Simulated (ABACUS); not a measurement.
KF (Carobbiite):

```
K F
1.0
     0.00000    2.67185    2.67185
     2.67185    0.00000    2.67185
     2.67185    2.67185    0.00000
K F
1 1
Direct
  0.00000 0.00000 0.00000
  0.50000 0.50000 0.50000
```

Program: ABACUS 3.10.1. Alike in all runs: task single point; no spin polarisation; cell as given; smearing fermi-dirac 0.05 eV.

Task: Order these runs on this cell by their band gap on the k mesh, lowest first.
A. level PBE; potentials or basis PseudoDojo NC SR 0.4.1 PBE standard, plane waves; k mesh 9 × 9 × 9; cutoff (eV) 1143
B. level r2SCAN; potentials or basis SG15 ONCV 1.2 PBE, plane waves; k mesh 6 × 6 × 6; cutoff (eV) 1320
C. level PBEsol; potentials or basis GBRV ultrasoft 1.5 PBEsol, plane waves; k mesh 7 × 7 × 7; cutoff (eV) 544

Result: C (6.04 eV), A (6.20 eV), B (6.81 eV).

Caveats: an odd mesh through Γ misses points on the zone boundary, where band edges often lie (some runs).

Not every run made on this cell is shown here.
